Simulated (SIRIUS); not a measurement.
The system is BN.

```
N B
1.0
     1.25112    0.72234    3.37293
    -1.25112    0.72234    3.37293
     0.00000   -1.44467    3.37293
N B
1 1
Direct
  0.66724 0.66724 0.66724
  0.00033 0.00033 0.00033
```

The cell is a database's computed one.

Base run:

```yaml
Program: SIRIUS 7.12.0
Functional: PBEsol
Potentials_or_basis: all-electron FP-LAPW
Cutoff: 407 eV
Basis: apw+lo standard
k_mesh: 12 × 12 × 12
Occupations: fermi-dirac, width 0.05 eV
Spin: no spin polarisation
```

Its results: band gap on the k mesh 4.19 eV, indirect (least direct gap 4.64 eV).

The run is repeated on the same cell with these changes: functional from PBEsol to LDA. What comes out?

Band gap on the k mesh 4.10 eV, indirect (least direct gap 4.56 eV).

A k mesh can miss the band edges.
